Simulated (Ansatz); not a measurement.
# CuO: the cost of one run

Program: Ansatz 0.2.0. Level of theory: DFT PBE+U, scalar-relativistic, plane waves, PAW. These are calculated values, not measurements.

2 further runs of the same task are left out: 1 that didn't finish, 1 set aside as unsound or not needed.

**1. The starting structure**

Symmetry: Cccm, No. 66, orthorhombic system. Conventional cell: a = 4.178 Å, b = 4.204 Å, c = 5.174 Å, α = 90.00°, β = 90.00°, γ = 90.00°. Cu (site symmetry 2/m) has 4 O at 1.97 Å in its first shell of neighbours. O (site symmetry 222) has 4 Cu at 1.97 Å in its first shell of neighbours.

As a file:

```cif
data_structure
_symmetry_space_group_name_H-M 'Cccm'
_symmetry_Int_Tables_number 66
_cell_length_a 4.1784
_cell_length_b 4.2035
_cell_length_c 5.1736
_cell_angle_alpha 90.000
_cell_angle_beta 90.000
_cell_angle_gamma 90.000
_cell_volume 90.87
loop_
_atom_site_label
_atom_site_type_symbol
_atom_site_symmetry_multiplicity
_atom_site_Wyckoff_symbol
_atom_site_fract_x
_atom_site_fract_y
_atom_site_fract_z
_atom_site_occupancy
Cu1 Cu 4 f 0.25000 0.25000 0.50000 1
O1 O 4 b 0.50000 0.00000 0.75000 1
```

It goes back to an entry of the Materials Project, which need not be the stable form.

It is the result of an earlier relaxation at this level (volume 11.36 Å³/atom; gap on the mesh: none (metal)).

**2. Static run: bands, density of states and charges**

File input.yaml:

```yaml
crystal:
  lattice:
    - [2.0891997873, -2.1017674, 0.0]
    - [2.0891997873, 2.1017674, 0.0]
    - [0.0, 0.0, 5.1736067724]
  atoms:
    - { symbol: Cu, position: [0.0, 0.5, 0.0] }
    - { symbol: Cu, position: [0.5, 0.0, 0.5] }
    - { symbol: O, position: [0.5, 0.5, 0.25] }
    - { symbol: O, position: [0.5, 0.5, 0.75] }
basis:
  ecutwfc: 420
kpoints:
  mp_grid: { grid: [14, 14, 8] }
  band_path:
    path:
      - [[0.0, 0.0, 0.0], [-0.5, 0.5, 0.0], [-0.49701917, 0.50298083, 0.0]]
      - [[0.49701917, 0.49701917, 0.0], [0.0, 0.0, 0.0], [0.0, 0.0, 0.5], [0.49701917, 0.49701917, 0.5]]
      - [[-0.49701917, 0.50298083, 0.5], [-0.5, 0.5, 0.5], [-0.5, 0.5, 0.0]]
      - [[0.0, 0.0, 0.0], [0.0, 0.5, 0.0], [0.0, 0.5, 0.5], [0.0, 0.0, 0.5], [-0.5, 0.5, 0.5]]
    npoints: 14
hamiltonian:
  xc: pbe
  hubbard: { sites: [{ species: Cu, l: d, u_eff: 4.0 }] }
scf:
  occupations: { method: gaussian, width: 0.1 }
  n_extra_bands: 10
output:
  forces: true
  stress: true
  eigenvalues: true
  populations: true
  dos: { projected: true, de: 0.02, nscf_kmesh: { grid: [21, 21, 12] } }
  bader: true
  write_density: true
  write_potential: true
  elf: true
  volumetric_format: npy
checkpoint:
  read: start.run
  write: ck
  compress: false
  write_wavefunctions: false
  write_every: 100000
```

The run is started by

```
$ ansatz run input.yaml --threads 1 --pin off --max-ram 2560MiB --backend cpu --events-out ev --progress --plain --runs-dir out
```

What time and memory should one allow on 1 thread of Arm Neoverse V1, shared host?

About 2.1 min, with a peak of 1.3 GiB.
